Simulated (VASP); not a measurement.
Wanted: the native input for a VASP 6.6.1 run.

* Task: single point
* Functional: BLYP
* Potentials or basis: VASP PAW PBE potentials, release 64 (Sb)
* Cutoff: 520 eV
* k mesh: 10 × 10 × 10
* Occupations: fermi-dirac, width 0.1 eV
* Spin: no spin polarisation
* Dipole correction: no
* Further INCAR settings: ALGO = Normal; EDIFF = 1e-07; NBANDS = 8

The structure of Sb lies in POSCAR:

```
Sb
1.0
    3.1891272082      0.0000000000      0.0000000000
    0.0000000000      3.1891272082      0.0000000000
    0.0000000000      0.0000000000      3.1891272082
Sb
1
Direct
    0.0000000000      0.0000000000      0.0000000000
```

The cell was built by a generator and needn't be a form met in nature.

These files were run (other wordings do the same):

INCAR

```
SYSTEM = Sb
AGGAC = 1.0
AGGAX = 1.0
ALDAC = 0.0
ALDAX = 1.0
ALGO = Normal
EDIFF = 1E-7
ENCUT = 520
GGA = B5
ISIF = 2
ISMEAR = -1
LASPH = .True.
LCHARG = .False.
LREAL = .False.
LWAVE = .False.
NBANDS = 8
NELM = 80
PREC = Accurate
SIGMA = 0.1
```

KPOINTS

```
k-points
0
Gamma
  10 10 10
  0 0 0
```

Potentials or basis: VASP PAW PBE potentials, release 64 (Sb).

Command:

```sh
$ cat potpaw_PBE.64/Sb/POTCAR > POTCAR
$ mpirun -np 1 vasp_std > vasp.out
```

Results of the run:

The pressure is 0.2 GPa. The band gap on the k mesh is none (metal or under the smearing width).

Caveat: the PAW data sets were made with another functional, which shifts forces and pressure a little.

Run time: 8.9 s on 1 thread of Intel(R) Xeon(R) 6975P-C (Granite Rapids), with other jobs on the host, peak memory 0.14 GiB.
